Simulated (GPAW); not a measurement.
Write an ASE script for GPAW 26.7.0 that does the following.

```yaml
Task: band structure
Functional: r2SCAN
Potentials_or_basis: GPAW PAW data sets (gpaw-data 1.2.1)
Cutoff: 600 eV
Basis: pw
k_mesh: 4 × 4 × 4
Occupations: fermi-dirac, width 0.05 eV
Spin: no spin polarisation
Ranks: 4
Maxiter: 150
Band_path: GXYSGZS1NPY1Z,XP
Band_points: 100
```

PbS2:

```
Pb S
1.0
    -3.07497    3.07497    3.77660
     3.07497   -3.07497    3.77660
     3.07497    3.07497   -3.77660
Pb S
2 4
Direct
  0.25000 0.25000 0.00000
  0.75000 0.75000 0.00000
  0.38097 0.11903 0.50000
  0.61903 0.88097 0.50000
  0.88097 0.38097 0.26194
  0.11903 0.61903 0.73806
```

The cell comes from a database or a generator and needn't be the stable form of this composition.

The input as run:

run.py

```python
from ase import Atoms
from ase.dft.bandgap import bandgap
from ase.io import write
from ase.units import GPa
from ase.parallel import parprint
from gpaw import GPAW, PW

atoms = Atoms(['Pb', 'Pb', 'S', 'S', 'S', 'S'],
              cell=[[-3.07496717, 3.07496717, 3.77659835],
                    [3.07496717, -3.07496717, 3.77659835],
                    [3.07496717, 3.07496717, -3.77659835]],
              scaled_positions=[[0.25, 0.25, 0.0],
                                [0.75, 0.75, 0.0],
                                [0.380968025, 0.119031975, 0.5],
                                [0.619031975, 0.880968025, 0.5],
                                [0.880968025, 0.380968025, 0.26193605],
                                [0.119031975, 0.619031975, 0.73806395]],
              pbc=True)

calc = GPAW(mode=PW(600),
            xc='MGGA_X_R2SCAN+MGGA_C_R2SCAN',
            kpts={'size': (4, 4, 4), 'gamma': True},
            occupations={'name': 'fermi-dirac', 'width': 0.05},
            nbands=43,
            convergence={'density': 1e-05, 'energy': 1e-05},
            maxiter=150,
            txt='gpaw.txt')
atoms.calc = calc
energy = atoms.get_potential_energy()
forces = atoms.get_forces()
stress = atoms.get_stress()
calc.write('gs.gpw')
write('result.traj', atoms)
parprint(f'Energy: {energy:.6f} eV')
parprint('Forces (eV/A):')
parprint(forces.round(4))
parprint('Stress (GPa):', (stress / GPa).round(3))
parprint('Fermi level:', round(calc.get_fermi_level(), 4), 'eV')
parprint(f'Gap: {bandgap(calc)[0]:.4f} eV, direct: {bandgap(calc, direct=True)[0]:.4f} eV')

path = atoms.cell.bandpath('GXYSGZS1NPY1Z,XP', npoints=100, eps=1e-4)
bs_calc = calc.fixed_density(kpts=path, symmetry='off', nbands=69,
                             convergence={'bands': 'CBM+6.0', 'eigenstates': 1e-6}, txt='bands.txt')
bs = bs_calc.band_structure()
bs.write('bs.json')
parprint(f'Gap on the path: {bandgap(bs_calc)[0]:.4f} eV')
```

Potentials or basis: GPAW PAW data sets (gpaw-data 1.2.1), pw.

Launch:

```bash
$ OMP_NUM_THREADS=1 mpirun -n 4 gpaw python run.py
```

It gave:

```json
{"Pressure": "0.1 GPa", "Largest force": "0.159 eV/Å", "Band gap on the k mesh": "0.25 eV, indirect (least direct gap 1.18 eV)", "Band gap along the path": "0.25 eV, indirect (least direct gap 1.03 eV)"}
```

Caveat: the PAW data sets were made with another functional, which shifts forces and pressure a little; spin-orbit coupling is left out, which as a rule narrows the gap of such compounds by several tenths of an eV.

It took 12 min on 4 MPI ranks on AMD EPYC 7R43 64-Core Processor (Zen 3), with other jobs on the host, peak memory 0.58 GiB a rank.
